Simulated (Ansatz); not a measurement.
A run of Ansatz 0.2.0 is set up as follows.

The input input.yaml:

```yaml
crystal:
  lattice:
    - [0.0, 2.1554, 2.1554]
    - [2.1554, 0.0, 2.1554]
    - [2.1554, 2.1554, 0.0]
  atoms:
    - { symbol: Fe, position: [0.0, 0.0, 0.0], spin: 3.0 }
    - { symbol: O, position: [0.5, 0.5, 0.5] }
kpoints:
  mp_grid: { grid: [11, 11, 11] }
  band_path:
    path:
      - [0.0, 0.0, 0.0]
      - [0.5, 0.0, 0.5]
      - [0.5, 0.25, 0.75]
      - [0.375, 0.375, 0.75]
      - [0.0, 0.0, 0.0]
      - [0.5, 0.5, 0.5]
      - [0.625, 0.25, 0.625]
      - [0.5, 0.25, 0.75]
    npoints: 10
scf:
  occupations: { method: fermi_dirac, width: 0.05 }
hamiltonian:
  xc: lda
  pseudopotentials: { kind: all_electron, lapw: { basis_error: 0.001 } }
magnetization:
  spin_polarized: true
output:
  forces: true
  stress: true
  eigenvalues: true
```

Potentials or basis: all-electron LAPW, scalar-relativistic.

Launch:

```console
$ ansatz run input.yaml --threads 2 --pin off --max-ram 6144MiB --backend cpu --events-out ev --progress --plain --runs-dir out
```

**Question.** Estimate the site moments.

**Answer.** Fe +3.59; O +0.34 μB.

**Question.** What does it give for the pressure?

**Answer.** -15.6 GPa.

**Question.** What does it give for the net moment?

**Answer.** 4.00 μB per cell.

**Question.** Estimate the absolute moment.

**Answer.** 4.00 μB per cell.

Levels at the corners of the path, in eV from the Fermi level:
Spin up:
```csv
point,band 11,band 12,band 13,band 14,band 15,band 16,band 17,band 18
Γ,-3.74,-3.74,-3.47,-3.47,0.08,15.12,16.86,16.86
X,-3.07,-2.61,-2.61,-2.55,5.13,8.57,10.68,14.48
W,-2.89,-2.68,-2.61,-1.56,7.30,8.84,8.84,11.62
K,-2.75,-2.48,-2.26,-1.54,6.63,8.59,8.62,13.89
Γ,-3.74,-3.74,-3.47,-3.47,0.08,15.12,16.86,16.86
L,-2.89,-2.35,-0.19,-0.19,3.95,8.34,12.31,12.31
U,-2.75,-2.48,-2.26,-1.54,6.63,8.59,8.62,13.89
W,-2.89,-2.68,-2.61,-1.56,7.30,8.84,8.84,11.62
```
Spin down:
```
point  band 8  band 9  band 10  band 11  band 12  band 13
    Γ   -3.25   -3.25    -0.74    -0.74    -0.74     0.01
    X   -4.42   -4.42    -2.14     0.56     0.77     0.77
    W   -6.09   -5.57    -0.03    -0.03     0.78     0.91
    K   -6.13   -4.87    -0.81     0.59     0.69     1.16
    Γ   -3.25   -3.25    -0.74    -0.74    -0.74     0.01
    L   -5.20   -5.20     0.41     0.41     0.62     2.69
    U   -6.13   -4.87    -0.81     0.59     0.69     1.16
    W   -6.09   -5.57    -0.03    -0.03     0.78     0.91
```

Caveat: a cell with one magnetic atom can't hold antiferromagnetic order, which such compounds often take; semilocal functionals often make such compounds metallic where correlation or magnetic order opens a gap, which also shifts bond lengths.

**What was measured.**

From “W\"ustite: Electric, thermodynamic and optical properties of FeO”, 2012, arxiv:1203.1201, for a bulk crystal of FeO: band gap 2.4 eV (optical).

Measured gap of FeO: 2.4 eV (optical; quoted in “W\"ustite: Electric, thermodynamic and optical properties of FeO”, 2012, arxiv:1203.1201). This calculation gives 0.00 eV (-2.40 eV). So large a miss can be the level of theory's own, or it may mean another phase, state or a wrong row. The value is that of LDA, without temperature or zero-point motion. Semilocal functionals fall short of measured gaps as a rule. The run's magnetic order (collinear spin, ferromagnetic start) needn't be the measured crystal's.
